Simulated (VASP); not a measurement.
# A single sheet of SnSe2: what the settings do to the level below the vacuum

Aim: find which settings matter for a slab model of a single sheet of SnSe2, and what they cost.

Program: VASP 6.6.1. Level of theory: LDA; plane waves and PAW (Se, Sn), in the first sound run; inputs show where later runs differ. Results are calculated unless marked as measured.

## (1) Starting point

The cell holds 3 atoms: 2 Se and 1 Sn. Cell: a = 3.811 Å, b = 3.811 Å, c = 18.056 Å, α = 90.0°, β = 90.0°, γ = 120.0°. It derives from SnSe2. 1 sheet cut from a layered arrangement of the crystal. Vacuum lies along c.

Structure file:

```xyz
3
Lattice="3.8110 0.0000 0.0000 -1.9055 3.3004 0.0000 0.0000 0.0000 18.0557" Properties=species:S:1:pos:R:3
Se    0.0000    2.2003   10.5557
Se    1.9055    1.1001    7.5000
Sn    0.0000    0.0000    9.0279
```

## (2) The base run

The base run sets the number that all others are held against.

INCAR reads:

```
SYSTEM = SnSe2
PREC = Normal
ENCUT = 350
EDIFF = 1E-06
NELM = 120
ISMEAR = 0
SIGMA = 0.05
LREAL = .FALSE.
ALGO = Normal
GGA = CA
NBANDS = 14
LORBIT = 11
LWAVE = .FALSE.
LCHARG = .FALSE.
KPAR = 4
LASPH = .TRUE.
IDIPOL = 3
LDIPOL = .TRUE.
DIPOL = 0.5 0.5 0.5
LVHAR = .TRUE.
LVACPOTAV = .TRUE.
NEDOS = 1500
```

POSCAR reads:

```
SnSe2
1.0
    3.8110000000      0.0000000000      0.0000000000
   -1.9055000000      3.3004228140      0.0000000000
    0.0000000000      0.0000000000     18.0557280000
Se Sn
2 1
Direct
    0.3333333330      0.6666666670      0.5846193520
    0.6666666670      0.3333333330      0.4153806480
    0.0000000000      0.0000000000      0.5000000000
```

KPOINTS reads:

```
Automatic mesh
0
Gamma
9 9 1
0 0 0
```

The projector-augmented-wave data sets are Se and Sn (PBE family, release 64).

Launch:

```sh
$ mpirun -np 4 vasp_std
```

The program printed:

```text
[banner, memory and clock lines left out]
running    4 mpi-ranks, on    1 nodes
 distrk:  each k-point on    1 cores,    4 groups
 distr:  one band on    1 cores,    1 groups

 POSCAR found type information on POSCAR SeSn
 POSCAR found :  2 types and       3 ions
|                                                                             |
|               ----> ADVICE to this user running VASP <----                  |
|                                                                             |
|     You enforced a specific xc type in the INCAR file but a different       |
|     [... a line on the potential file left out ...]
|     I HOPE YOU KNOW WHAT YOU ARE DOING!                                     |
|                                                                             |

 LDA part: xc-table for (Slater(with rela. corr.)+CA(PZ))
 , standard interpolation
 POSCAR, INCAR and KPOINTS ok, starting setup
 FFT: planning ... GRIDC
 FFT: planning ... GRID_SOFT
 FFT: planning ... GRID
 WAVECAR not read
 entering main loop
       N       E                     dE             d eps       ncg     rms          rms(c)
DAV:   1     0.939227738827E+02    0.93923E+02   -0.40858E+03   336   0.597E+02
DAV:   2    -0.397815868244E+01   -0.97901E+02   -0.91572E+02   564   0.128E+02
DAV:   3    -0.138496558743E+02   -0.98715E+01   -0.97289E+01   438   0.507E+01
DAV:   4    -0.140551527809E+02   -0.20550E+00   -0.20517E+00   414   0.875E+00
DAV:   5    -0.140587158255E+02   -0.35630E-02   -0.35628E-02   428   0.113E+00    0.506E+00
DAV:   6    -0.137482109276E+02    0.31050E+00   -0.29601E-01   414   0.290E+00    0.307E+00
DAV:   7    -0.136778409174E+02    0.70370E-01   -0.19878E-01   420   0.218E+00    0.530E-01
DAV:   8    -0.136725032738E+02    0.53376E-02   -0.13131E-02   432   0.732E-01    0.233E-01
DAV:   9    -0.136724076834E+02    0.95590E-04   -0.17452E-03   432   0.246E-01    0.540E-02
DAV:  10    -0.136724613365E+02   -0.53653E-04   -0.75219E-05   438   0.593E-02    0.258E-02
DAV:  11    -0.136725717579E+02   -0.11042E-03   -0.45326E-05   390   0.356E-02    0.745E-03
DAV:  12    -0.136726149224E+02   -0.43165E-04   -0.40118E-06   420   0.101E-02    0.703E-03
DAV:  13    -0.136726972293E+02   -0.82307E-04   -0.22125E-05   360   0.170E-02    0.449E-03
DAV:  14    -0.136727240634E+02   -0.26834E-04   -0.41893E-06   408   0.726E-03    0.339E-03
DAV:  15    -0.136727309778E+02   -0.69144E-05   -0.35828E-07   372   0.228E-03    0.219E-03
DAV:  16    -0.136727446069E+02   -0.13629E-04   -0.76139E-07   340   0.421E-03    0.352E-03
DAV:  17    -0.136727499286E+02   -0.53217E-05   -0.29963E-07   352   0.233E-03    0.153E-03
DAV:  18    -0.136727525986E+02   -0.26700E-05   -0.15174E-07   312   0.188E-03    0.597E-04
DAV:  19    -0.136727538362E+02   -0.12376E-05   -0.39690E-08   306   0.886E-04    0.128E-04
DAV:  20    -0.136727543528E+02   -0.51662E-06   -0.18105E-08   306   0.449E-04
|                                                                             |
|           W    W    AA    RRRRR   N    N  II  N    N   GGGG   !!!           |
|           W    W   A  A   R    R  NN   N  II  NN   N  G    G  !!!           |
|           W    W  A    A  R    R  N N  N  II  N N  N  G       !!!           |
|           W WW W  AAAAAA  RRRRR   N  N N  II  N  N N  G  GGG   !            |
|           WW  WW  A    A  R   R   N   NN  II  N   NN  G    G                |
|           W    W  A    A  R    R  N    N  II  N    N   GGGG   !!!           |
|                                                                             |
|     Did not find any points to average over, which means that no vacuum     |
|     field-free region was found. Please increase the size of  your cell     |
|     in the dimension of the dipole correction to obtain accurate            |
|     workfunction values.                                                    |
|                                                                             |

   1 F= -.13672754E+02 E0= -.13672754E+02  d E =-.308709E-11
```

The job ended after 6.4 s (4 MPI ranks of Intel Xeon Platinum 8259CL at 2.50GHz (Skylake/Cascade Lake), shared host; peak memory 0.6 GiB).

The logs omit lines about the potential files and the build; timing stands in the text.

Parts of OUTCAR (step 2):

```text
ion  position               nearest neighbor table
   1  0.333  0.667  0.585-   3 2.68   3 2.68   3 2.68
   2  0.667  0.333  0.415-   3 2.68   3 2.68   3 2.68
   3  0.000  0.000  0.500-   1 2.68   2 2.68   2 2.68   1 2.68   2 2.68   1 2.68

  LATTYP: Found a hexagonal cell.
 ALAT       =     3.8110000000
 C/A-ratio  =     4.7377927053

 Subroutine GETGRP returns: Found 12 space group operations
 (whereof 12 operations were pure point group operations)

The static configuration has the point symmetry D_3d.

 Found     12 irreducible k-points:

   k-points           NKPTS =     12   k-points in BZ     NKDIM =     12   number of bands    NBANDS=     14

   dimension x,y,z NGX =    18 NGY =   18 NGZ =   84
   dimension x,y,z NGXF=    36 NGYF=   36 NGZF=  168

   ENCUT  =  350.0 eV  25.72 Ry    5.07 a.u.   5.81  5.81 27.54*2*pi/ulx,y,z

   NELECT =      16.0000    total number of electrons

 k-points in reciprocal lattice and weights: Automatic mesh
   0.00000000  0.00000000  0.00000000       0.012
   0.11111111 -0.00000000  0.00000000       0.074
   0.22222222 -0.00000000  0.00000000       0.074
   0.33333333 -0.00000000  0.00000000       0.074
   0.44444444 -0.00000000  0.00000000       0.074
   0.11111111  0.11111111  0.00000000       0.074
   0.22222222  0.11111111  0.00000000       0.148
   0.33333333  0.11111111  0.00000000       0.148
   0.44444444  0.11111111  0.00000000       0.074
   0.22222222  0.22222222  0.00000000       0.074
   0.33333333  0.22222222  0.00000000       0.148
   0.33333333  0.33333333  0.00000000       0.025

 dipolmoment           0.000000      0.000000      0.000000 electrons x Angstroem

 average (electrostatic) potential at core
       1 -60.1652       2 -60.1652       3 -51.6288

 E-fermi :  -2.9937

 k-point     1 :       0.0000    0.0000    0.0000
  band No.  band energies     occupation
    ...
      4      -4.1819      2.00000
      5      -3.7822      2.00000
      6      -3.7822      2.00000
      7      -3.3315      2.00000
      8      -3.3315      2.00000
      9      -1.5772      0.00000
     10      -0.2844      0.00000
     11       1.3776      0.00000
     12       1.3776      0.00000
     13       2.6062      0.00000
    ...

 k-point     2 :       0.1111   -0.0000    0.0000
  band No.  band energies     occupation
    ...
      4      -4.8306      2.00000
      5      -4.1918      2.00000
      6      -4.1153      2.00000
      7      -3.9564      2.00000
      8      -3.2191      2.00000
      9      -0.9549      0.00000
     10       0.3848      0.00000
     11       1.2777      0.00000
     12       1.6922      0.00000
     13       2.8223      0.00000
    ...

 k-point     3 :       0.2222   -0.0000    0.0000
  band No.  band energies     occupation
    ...
      4      -6.2152      2.00000
      5      -4.9493      2.00000
      6      -4.8226      2.00000
      7      -3.9596      2.00000
      8      -3.2590      2.00000
      9      -1.0825      0.00000
     10       0.8189      0.00000
     11       2.2801      0.00000
     12       2.3272      0.00000
     13       2.9741      0.00000
    ...

  Total        0.0373818      0.0373818      1.3436466      0.0000000      0.0000000      0.0000000
  in kB        0.2637227      0.2637227      9.4792090      0.0000000      0.0000000      0.0000000
  external PRESSURE =       3.3355515 kB  Pullay stress =       0.0000000 kB

  energy-cutoff  :      350.00
  volume of cell :      227.10
      direct lattice vectors                 reciprocal lattice vectors
     3.811000000  0.000000000  0.000000000     0.262398321  0.151495741  0.000000000
    -1.905500000  3.300422814  0.000000000     0.000000000  0.302991482  0.000000000
     0.000000000  0.000000000 18.055728000     0.000000000  0.000000000  0.055384086

 POSITION                                       TOTAL-FORCE (eV/Angst)
 -----------------------------------------------------------------------------------
     -0.00000      2.20028     10.55573        -0.000000      0.000000      0.446309
      1.90550      1.10014      7.50000         0.000000      0.000000     -0.446309
      0.00000      0.00000      9.02786         0.000000      0.000000      0.000000
 -----------------------------------------------------------------------------------
    total drift:                                0.000000     -0.000000     -0.000000

  FREE ENERGIE OF THE ION-ELECTRON SYSTEM (eV)
  ---------------------------------------------------
  free  energy   TOTEN  =       -13.6727543528 eV

  energy  without entropy=      -13.6727543528  energy(sigma->0) =      -13.67275435

 vacuum level on the upper side and lower side of the slab         3.109         3.109

 total charge
# of ion       s       p       d       tot
------------------------------------------
    1        1.488   2.320   0.027   3.835
    2        1.488   2.320   0.027   3.835
    3        1.276   1.597   0.343   3.216
--------------------------------------------------
tot          4.251   6.238   0.397  10.886

[... 3 further parts left out ...]
```

The gap is read on the k-mesh alone, so it is an upper bound where the band edges lie off the mesh. The PAW data sets were made with PBE, though LDA sets exist; this is a small mismatch. The data set Sn keeps the semicore shell frozen, which is cheaper and a little less accurate.

This step gave:

```
electronic cycles                                 : 20
electrons                                         : 16
free energy (TOTEN)                               : -13.67 eV
Fermi energy                                      : -2.994 eV
labelled metallic, from the levels on this mesh   : no
dipole moment                                     : 0, 0, 0 e·Å
vacuum levels                                     : 3.109, 3.109 eV
ionisation potentials of the upper and lower face : 6.328, 6.328 eV
electron affinities of the upper and lower face   : 5.405, 5.405 eV
highest filled level below the vacuum             : 6.328 eV
gap on the k-mesh                                 : 0.9236 eV
least direct gap on the k-mesh                    : 1.209 eV
```

Zero at the Fermi level. The planar average of the electrostatic potential by height:

height (Å), planar average of the electrostatic potential (eV) and a bar from the least value:
```
      0.0       6.10 ##############################
      0.5       6.10 ##############################
      1.0       6.10 ##############################
      1.5       6.10 ##############################
      2.0       6.10 ##############################
      2.5       6.10 ##############################
      3.0       6.10 ##############################
      3.5       6.10 ##############################
      4.0       6.10 ##############################
      4.5       6.10 ##############################
      5.0       6.08 ##############################
      5.5       5.99 ##############################
      6.0       5.61 #############################
      6.5       3.96 #########################
      7.0      -2.77 ###########
      7.5      -6.15 ###
      8.0      -6.41 ###
      8.5      -6.04 ####
      9.0      -7.76 
      9.5      -6.34 ###
     10.0      -6.27 ###
     10.5      -6.26 ###
     11.0      -3.51 #########
     11.5       3.63 #########################
     12.0       5.51 #############################
     12.5       5.97 ##############################
     13.0       6.07 ##############################
     13.5       6.10 ##############################
     14.0       6.10 ##############################
     14.5       6.10 ##############################
     15.0       6.10 ##############################
     15.5       6.10 ##############################
     16.0       6.10 ##############################
     16.5       6.10 ##############################
     17.0       6.10 ##############################
     17.5       6.10 ##############################
```

Density of states in the PAW spheres, an atom over height of the layer and energy from the Fermi level.

Values in states/eV, 22 rows by 3 columns, each cell a mean:
```
0.00 0.00 0.00
0.05 0.01 0.05
0.78 0.19 0.78
1.37 0.41 1.37
0.80 0.34 0.80
0.14 0.07 0.14
0.38 0.37 0.38
0.50 0.57 0.50
0.42 0.52 0.42
0.41 0.58 0.41
0.24 0.34 0.24
0.22 0.33 0.22
0.29 0.46 0.29
0.17 0.28 0.17
0.00 0.00 0.00
0.02 0.05 0.02
0.16 0.38 0.16
0.10 0.32 0.10
0.10 0.37 0.10
0.13 0.64 0.13
0.15 0.92 0.15
0.00 0.04 0.00
```
Columns: height of the layer (Å) from 7.5 to 10.6; rows upwards: energy from the Fermi level (eV) from -7.9 to 0.5.

Force by atom:

| atom | x (eV/Å) | y (eV/Å) | z (eV/Å) | size |
| --- | --- | --- | --- | --- |
| Se1 | 0.000 | 0.000 | 0.446 | 0.446 |
| Se2 | 0.000 | 0.000 | -0.446 | 0.446 |
| Sn3 | 0.000 | 0.000 | 0.000 | 0.000 |

The highest filled level lies 6.33 eV below the vacuum at the upper face.

Only the dipole across the slab is computed (IDIPOL = 3); zeros along the plane are no results.

The map of layer states is cut here 0.5 eV above the Fermi level, so it leaves out the states above that.

## (3) Another mesh, mesh points along a 3, k-mesh 3×3×1

The mesh decides how well the Fermi level or the band edge is found.

Edit INCAR of step 2 so:

```diff
@@ -14,3 +14,3 @@
 LCHARG = .FALSE.
-KPAR = 4
+NCORE = 4
 LASPH = .TRUE.
@@ -21,2 +21 @@
 LVACPOTAV = .TRUE.
-NEDOS = 1500
```

POSCAR is that of step 2.

KPOINTS reads:

```
Automatic mesh
0
Gamma
3 3 1
0 0 0
```

Launch:

```sh
$ mpirun -np 4 vasp_std
```

The program printed:

```text
[banner, memory and clock lines left out]
running    4 mpi-ranks, on    1 nodes
 distrk:  each k-point on    4 cores,    1 groups
 distr:  one band on    4 cores,    1 groups

 POSCAR found type information on POSCAR SeSn
 POSCAR found :  2 types and       3 ions
 [... a notice as in an earlier step ...]

 LDA part: xc-table for (Slater(with rela. corr.)+CA(PZ))
 , standard interpolation
 POSCAR, INCAR and KPOINTS ok, starting setup
 FFT: planning ... GRIDC
 FFT: planning ... GRID_SOFT
 FFT: planning ... GRID
 WAVECAR not read
 entering main loop
       N       E                     dE             d eps       ncg     rms          rms(c)
DAV:   1     0.887949659610E+02    0.88795E+02   -0.39872E+03    84   0.594E+02
DAV:   2    -0.303250038613E+01   -0.91827E+02   -0.87461E+02   146   0.130E+02
DAV:   3    -0.134608042595E+02   -0.10428E+02   -0.10044E+02   120   0.505E+01
DAV:   4    -0.136776592514E+02   -0.21685E+00   -0.21668E+00   102   0.879E+00
DAV:   5    -0.136809221065E+02   -0.32629E-02   -0.32625E-02   102   0.106E+00    0.508E+00
DAV:   6    -0.133086936122E+02    0.37223E+00   -0.37063E-01   102   0.323E+00    0.309E+00
DAV:   7    -0.132273937443E+02    0.81300E-01   -0.24644E-01   102   0.238E+00    0.600E-01
DAV:   8    -0.132216427906E+02    0.57510E-02   -0.13354E-02   102   0.753E-01    0.271E-01
DAV:   9    -0.132215054638E+02    0.13733E-03   -0.19214E-03   108   0.260E-01    0.633E-02
DAV:  10    -0.132215734347E+02   -0.67971E-04   -0.83543E-05   108   0.644E-02    0.252E-02
DAV:  11    -0.132217223546E+02   -0.14892E-03   -0.62118E-05    96   0.408E-02    0.870E-03
DAV:  12    -0.132217700070E+02   -0.47652E-04   -0.49123E-06   102   0.107E-02    0.831E-03
DAV:  13    -0.132218753898E+02   -0.10538E-03   -0.29456E-05    90   0.190E-02    0.416E-03
DAV:  14    -0.132219063651E+02   -0.30975E-04   -0.47041E-06    96   0.720E-03    0.351E-03
DAV:  15    -0.132219171875E+02   -0.10822E-04   -0.55128E-07    92   0.240E-03    0.167E-03
DAV:  16    -0.132219353222E+02   -0.18135E-04   -0.64896E-07    82   0.294E-03    0.200E-03
DAV:  17    -0.132219400054E+02   -0.46832E-05   -0.13670E-07    84   0.136E-03    0.144E-03
DAV:  18    -0.132219442149E+02   -0.42095E-05   -0.16167E-07    78   0.180E-03    0.713E-04
DAV:  19    -0.132219449393E+02   -0.72445E-06   -0.38123E-08    84   0.807E-04
 [... a notice as in an earlier step ...]

   1 F= -.13221945E+02 E0= -.13221945E+02  d E =-.241478E-11
```

The job ended after 3 s (4 MPI ranks; peak memory 0.41 GiB).

Parts of OUTCAR (step 3):

```text
The static configuration has the point symmetry D_3d.

 Found      3 irreducible k-points:

   k-points           NKPTS =      3   k-points in BZ     NKDIM =      3   number of bands    NBANDS=     14

   NELECT =      16.0000    total number of electrons

 E-fermi :  -2.9939

 k-point     1 :       0.0000    0.0000    0.0000
  band No.  band energies     occupation
    ...
      4      -4.0988      2.00000
      5      -3.6856      2.00000
      6      -3.6856      2.00000
      7      -3.2267      2.00000
      8      -3.2267      2.00000
      9      -1.5140      0.00000
     10      -0.2398      0.00000
     11       1.4314      0.00000
     12       1.4314      0.00000
     13       2.6103      0.00000
    ...

 k-point     2 :       0.3333   -0.0000    0.0000
  band No.  band energies     occupation
    ...
      4      -7.0899      2.00000
      5      -5.3827      2.00000
      6      -5.2534      2.00000
      7      -3.7323      2.00000
      8      -3.2976      2.00000
      9      -1.7595      0.00000
     10       1.0450      0.00000
     11       2.3523      0.00000
     12       2.7916      0.00000
     13       3.3913      0.00000
    ...

  Total        1.3752175      1.3752175      0.6985888      0.0000000      0.0000000     -0.0000000
  in kB        9.7019371      9.7019371      4.9284308      0.0000000      0.0000000     -0.0000000
  external PRESSURE =       8.1107683 kB  Pullay stress =       0.0000000 kB

 POSITION                                       TOTAL-FORCE (eV/Angst)
 -----------------------------------------------------------------------------------
     -0.00000      2.20028     10.55573        -0.000000     -0.000000      0.235456
      1.90550      1.10014      7.50000        -0.000000      0.000000     -0.235456
      0.00000      0.00000      9.02786         0.000000      0.000000      0.000000
 -----------------------------------------------------------------------------------
    total drift:                                0.000000     -0.000000     -0.000000

  FREE ENERGIE OF THE ION-ELECTRON SYSTEM (eV)
  ---------------------------------------------------
  free  energy   TOTEN  =       -13.2219449393 eV

  energy  without entropy=      -13.2219449393  energy(sigma->0) =      -13.22194494

 vacuum level on the upper side and lower side of the slab         3.095         3.095

 total charge
# of ion       s       p       d       tot
------------------------------------------
    1        1.479   2.352   0.026   3.856
    2        1.479   2.352   0.026   3.856
    3        1.258   1.601   0.350   3.208
--------------------------------------------------
tot          4.215   6.304   0.401  10.920

[... 7 parts as in an earlier step ...]

[... 3 further parts left out ...]
```

A gap read on the k-mesh alone can miss the band edges.

Numbers from this step:

| Quantity | Value |
| --- | --- |
| electronic cycles | 19 |
| free energy (TOTEN) | -13.22 eV |
| vacuum levels | 3.095, 3.095 eV |
| ionisation potentials of the upper and lower face | 6.322, 6.322 eV |
| electron affinities of the upper and lower face | 4.855, 4.855 eV |
| highest filled level below the vacuum | 6.322 eV |
| gap on the k-mesh | 1.467 eV |
| least direct gap on the k-mesh | 1.538 eV |

Force by atom:

| atom | x (eV/Å) | y (eV/Å) | z (eV/Å) | size |
| --- | --- | --- | --- | --- |
| Se1 | 0.000 | 0.000 | 0.235 | 0.235 |
| Se2 | 0.000 | 0.000 | -0.235 | 0.235 |
| Sn3 | 0.000 | 0.000 | 0.000 | 0.000 |

Against the base run its depth below the vacuum changes by -0.01 eV and the energy by +150.3 meV an atom.

(Part 1 of 4 ends here.)

[Lines on the potential files, build, host, timing and source positions are cut from VASP's logs without a mark.]

[Logs are printed without paths, hosts, clocks, repeated set-up lines and the standing remarks that a program may print on its own settings, such as how far it seeks lower states.]

[Hosts, paths, dates, database ids (printed as entryN), source tags and the programs' standing remarks are cut or masked in the printed files.]

[In band tables of VASP the shares of atoms and orbitals are scaled to a sum of 1 inside the atoms' spheres.]

[Runs that stopped without an error message from VASP are left out.]
